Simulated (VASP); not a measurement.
# WS2 (R3m) in VASP: a series of runs

The runs below take WS2 through single point, with r2SCAN.

Everything below comes from runs of VASP 6.6.1. Logs are shortened: lines on timing, memory, paths and dates and some standing lists are left out, and cuts for length are marked.

### Step 1. The crystal as given

Symmetry: R3m, No. 160, trigonal system. The conventional cell has a = 3.158 Å, b = 3.158 Å, c = 18.490 Å, α = 90.00°, β = 90.00°, γ = 120.00°. W (site symmetry 3m) has 6 S at 2.39 to 2.42 Å as nearest neighbours. S (site symmetry 3m) is surrounded by 3 W at 2.42 Å. Around S (site symmetry 3m) lie 3 W at 2.39 Å.

Measurements of this composition are mostly on another form, of space group No. 194.

### Step 2. Single point, r2SCAN

Contents of INCAR:

```
  ADDGRID = F
  ALGO = Normal
  EDIFF = 1E-6
  ENCUT = 600
  ISIF = 2
  ISMEAR = 0
  LASPH = T
  LCHARG = F
  LMIXTAU = T
  LREAL = F
  LWAVE = F
  METAGGA = R2SCAN
  NELM = 100
  PREC = Accurate
  SIGMA = 0.05
```

Contents of KPOINTS:

```
k-points
0
Gamma
  4 4 4
```

Contents of POSCAR:

```
WS2
1.0
    1.5790000000      0.9116360751      6.1633333333
   -1.5790000000      0.9116360751      6.1633333333
    0.0000000000     -1.8232721501      6.1633333333
W S
1 2
Direct
    0.0000000000      0.0000000000      0.0000000000
    0.5810000000      0.5810000000      0.5810000000
    0.7503000000      0.7503000000      0.7503000000
```

Potentials or basis: VASP PAW PBE potentials, release 64 (W_sv, S).

Command:

```console
cat potpaw_PBE.64/W_sv/POTCAR potpaw_PBE.64/S/POTCAR > POTCAR
mpirun -np 1 vasp_std > vasp.out
```

OUTCAR:

```text
EDIFF = 1E-6
   ENCUT = 600
   ISIF = 2
   ISMEAR = 0
   LASPH = T
   LREAL = F
   METAGGA = R2SCAN
   NELM = 100
   PREC = Accurate

 Found     13 irreducible k-points:

 Following reciprocal coordinates:
            Coordinates               Weight
  0.000000  0.000000  0.000000      1.000000
  0.250000  0.000000  0.000000      6.000000
  0.500000  0.000000  0.000000      3.000000
  0.250000  0.250000  0.000000      6.000000
  0.500000  0.250000  0.000000     12.000000
 -0.250000  0.250000  0.000000      6.000000
   k-points           NKPTS =     13   k-points in BZ     NKDIM =     13   number of bands    NBANDS=     17
   number of dos      NEDOS =    301   number of ions     NIONS =      3
   total plane-waves  NPLWV = 157464
   dimension x,y,z NGX =    54 NGY =   54 NGZ =   54
   dimension x,y,z NGXF=   108 NGYF=  108 NGZF=  108
   ions per type =               1   2
   NGX,Y,Z   is equivalent  to a cutoff of  13.97, 13.97, 13.97 a.u.
   NGXF,Y,Z  is equivalent  to a cutoff of  27.93, 27.93, 27.93 a.u.
 SYSTEM =  unknown system
   PREC   = accura    normal or accurate (medium, high low for compatibility)
   ISTART =      0    job   : 0-new  1-cont  2-samecut
   ICHARG =      2    charge: 1-file 2-atom 10-const
   ISPIN  =      1    spin polarized calculation?
   LNONCOLLINEAR =      F non collinear calculations
   LSORBIT =      F    spin-orbit coupling
   LASPH  =      T    aspherical Exc in radial PAW
   ENCUT  =  600.0 eV  44.10 Ry    6.64 a.u.  12.84 12.84 12.84*2*pi/ulx,y,z
   NELM   =    100;   NELMIN=  2; NELMDL= -5     # of ELM steps
   EDIFF  = 0.1E-05   stopping-criterion for ELM
   LREAL  =      F    real-space projection
   EDIFFG = 0.1E-04   stopping-criterion for IOM
   NSW    =      0    number of steps for IOM
   IBRION =     -1    ionic relax: 0-MD 1-quasi-New 2-CG
   NFREE  =      0    steps in history (QN), initial steepest desc. (CG)
   ISIF   =      2    stress and relaxation
   ISYM   =      2    0-nonsym 1-usesym 2-fastsym
   POTIM  = 0.5000    time-step for ionic-motion
   TEBEG  =    0.0;   TEEND  =   0.0 temperature during run
   PSTRESS=    0.0 pullay stress
   NELECT =      26.0000    total number of electrons
   NUPDOWN=      -1.0000    fix difference up-down
   EMIN   =  10.00;   EMAX   =-10.00  energy-range for DOS
   EFERMI =   0.00;   METHOD = LEGACY
   ISMEAR =     0;   SIGMA  =   0.05  broadening in eV -4-tet -1-fermi 0-gaus
   EFERMI_NEDOS =   21; number of points for ismear=-14 and -15
   IALGO  =     38    algorithm
   IMIX   =      4    mixing-type and parameters
     AMIX     =   0.40;   BMIX     =  1.00
     AMIX_MAG =   1.60;   BMIX_MAG =  1.00
  volume/ion in A,a.u.               =      17.74       119.74
  Fermi-wavevector in a.u.,A,eV,Ry     =   1.289266  2.436359 22.615687  1.662206
  Thomas-Fermi vector in A             =   2.421169
   LORBIT       =      0    0 simple, 1 ext, 2 COOP (PROOUT), +10 PAW based schemes
   METAGGA = R2SCAN    functional components
   LHFCALC =     F    Hartree Fock is set to
   AEXX    =    0.0000 exact exchange contribution
   IVDW    =     0    specifies the selected vdW correction
   LEPSILON=     F    determine dielectric tensor
   LRPA    =     F    only Hartree local field effects (RPA)
 non-spin polarized calculation
 Gauss-broadening in eV      SIGMA  =   0.05
  energy-cutoff  :      600.00
  volume of cell :       53.23
 maximum number of plane-waves:      1800
 NGX is ok and might be reduce to    54
   NGX = 25   NGY = 25   NGZ = 25

 number of electron      25.9999999 magnetization

 Free energy of the ion-electron system (eV)
  ---------------------------------------------------
  ext. energy  EPLUGINS =         0.00000000
  ---------------------------------------------------
  free energy    TOTEN  =       -70.09958197 eV

  energy without entropy =      -70.09958197  energy(sigma->0) =      -70.09958197

 E-fermi :   7.7818     XC(G=0): -11.6652

 val. band max:        7.3816641805   @ k =   0.5000   0.5000   0.5000
 cond. band min:       8.8760017735   @ k =   0.2500   0.0000   0.0000
 fundamental gap:      1.4943375930
 Fermi energy:         7.7817945468

 k-point     1 :       0.0000    0.0000    0.0000
  band No.  band energies     occupation
      1     -69.2291      2.00000
      2     -32.8394      2.00000
      3     -32.6577      2.00000
      4     -32.6577      2.00000
      5      -9.0338      2.00000
      6      -6.9687      2.00000
[... 9 lines left out ...]
     16      10.0440      0.00000
     17      10.0440      0.00000

 k-point     2 :       0.2500    0.0000    0.0000
  band No.  band energies     occupation
      1     -69.2184      2.00000
      2     -32.8535      2.00000
      3     -32.8027      2.00000
      4     -32.7033      2.00000
      5      -8.0267      2.00000
      6      -6.6830      2.00000
[... 9 lines left out ...]
     16      10.4937      0.00000
     17      10.9502      0.00000

 k-point     3 :       0.5000    0.0000    0.0000
  band No.  band energies     occupation
      1     -69.2077      2.00000
      2     -33.0432      2.00000
      3     -32.7657      2.00000
      4     -32.7485      2.00000
      5      -6.6967      2.00000
      6      -6.3317      2.00000
[... 9 lines left out ...]
     16      11.3178      0.00000
     17      11.4458      0.00000

 k-point     4 :       0.2500    0.2500    0.0000
  band No.  band energies     occupation
      1     -69.2184      2.00000
      2     -32.8535      2.00000
      3     -32.8027      2.00000
      4     -32.7033      2.00000
      5      -7.9907      2.00000
      6      -6.7424      2.00000
[... 9 lines left out ...]
     16      10.4736      0.00000
     17      11.1319      0.00000

 k-point     5 :       0.5000    0.2500    0.0000
  band No.  band energies     occupation
      1     -69.2077      2.00000
      2     -32.9723      2.00000
      3     -32.8221      2.00000
      4     -32.7658      2.00000
      5      -6.6945      2.00000
      6      -6.3480      2.00000
[... 9 lines left out ...]
     16      10.4924      0.00000
     17      12.2351      0.00000

 k-point     6 :      -0.2500    0.2500    0.0000
  band No.  band energies     occupation
      1     -69.2077      2.00000
      2     -32.9723      2.00000
      3     -32.8221      2.00000
      4     -32.7657      2.00000
      5      -6.7430      2.00000
      6      -6.2917      2.00000
[... 9 lines left out ...]
     16      10.3773      0.00000
     17      12.3394      0.00000

 [... further k-points ...]
[... 5 lines left out ...]
  --------------------------------------------------------------------------------------
  -------------------------------------------------------------------------------------
  Total        0.9489932      0.9489932      0.4892277      0.0000000      0.0000000      0.0000000
  in kB       28.5629542     28.5629542     14.7248583      0.0000000      0.0000000      0.0000000
  external PRESSURE =      23.9502556 kB  Pullay stress =       0.0000000 kB

 VOLUME and BASIS-vectors are now :
 -----------------------------------------------------------------------------
  energy-cutoff  :      600.00
  volume of cell :       53.23
      direct lattice vectors                 reciprocal lattice vectors
     1.579000000  0.911636075  6.163333333     0.316656111  0.182821491  0.054083288
    -1.579000000  0.911636075  6.163333333    -0.316656111  0.182821491  0.054083288
     0.000000000 -1.823272150  6.163333333     0.000000000 -0.365642982  0.054083288

 POSITION                                       TOTAL-FORCE (eV/Angst)
 -----------------------------------------------------------------------------------
      0.00000      0.00000      0.00000         0.000000     -0.000000     -0.610352
      0.00000      0.00000     10.74269         0.000000      0.000000      0.402831
      0.00000      0.00000     13.87305         0.000000      0.000000      0.207521
 -----------------------------------------------------------------------------------
    total drift:                               -0.000000     -0.000000     -0.000100

  FREE ENERGIE OF THE ION-ELECTRON SYSTEM (eV)
  ---------------------------------------------------
  free  energy   TOTEN  =       -70.0995819660 eV

  energy  without entropy=      -70.0995819660  energy(sigma->0) =      -70.09958197
```

stdout:

```text
POSCAR found type information on POSCAR W S
 POSCAR found :  2 types and       3 ions
 scaLAPACK will be used
 -----------------------------------------------------------------------------
|                                                                             |
|                                                                             |
|     You enforced a specific xc type in the INCAR file but a different       |
|     I HOPE YOU KNOW WHAT YOU ARE DOING!                                     |
|                                                                             |
 -----------------------------------------------------------------------------

 LDA part: xc-table for (None), standard interpolation
 POSCAR, INCAR and KPOINTS ok, starting setup
 FFT: planning ... GRIDC
 FFT: planning ... GRID_SOFT
 FFT: planning ... GRID
 WAVECAR not read
 entering main loop
```

It took 4 min on 1 thread of Intel Xeon Platinum 8488C (Sapphire Rapids), shared host; peak memory 0.43 GiB.

These settings aren't checked as converged: the numbers below hold their error.

Results:

| Property | Result |
| --- | --- |
| Free energy | -70.0996 eV |
| Pressure | 2.4 GPa |
| Largest force | 0.610 eV/Å |
| Band gap on the k mesh | 1.49 eV, indirect (least direct gap 2.44 eV) |

Caveat: the k mesh is coarse (spacing up to 0.58 Å⁻¹), so the values aren't converged; the PAW data sets were made with another functional, which shifts forces and pressure a little; spin-orbit coupling is left out, which moves the levels of the heavy elements.

### Step 3. Single point, r2SCAN

INCAR: that of step 2 with these lines changed.

```diff
@@ -3,3 +3,3 @@
   EDIFF = 1E-6
-  ENCUT = 600
+  ENCUT = 400
   ISIF = 2
```

Contents of KPOINTS:

```
k-points
0
Gamma
  5 5 5
```

POSCAR is that of step 2.

Potentials or basis: VASP PAW PBE potentials, release 64 (W_sv, S).

Command:

```console
cat potpaw_PBE.64/W_sv/POTCAR potpaw_PBE.64/S/POTCAR > POTCAR
mpirun -np 1 vasp_std > vasp.out
```

It took 2.3 min on 1 thread of Intel Xeon Platinum 8488C (Sapphire Rapids), shared host; peak memory 0.28 GiB.

These settings aren't checked as converged: the numbers below hold their error.

Results:

| Item | Value |
| --- | --- |
| Free energy | -70.0472 eV |
| Pressure | 2.8 GPa |
| Largest force | 0.618 eV/Å |
| Band gap on the k mesh | 1.24 eV, indirect (least direct gap 2.48 eV) |

Caveat: the k mesh is coarse (spacing up to 0.46 Å⁻¹), so the values aren't converged; the PAW data sets were made with another functional, which shifts forces and pressure a little; spin-orbit coupling is left out, which moves the levels of the heavy elements; an odd mesh through Γ misses points on the zone boundary, where band edges often lie.

(Part 1 of 2 ends here.)
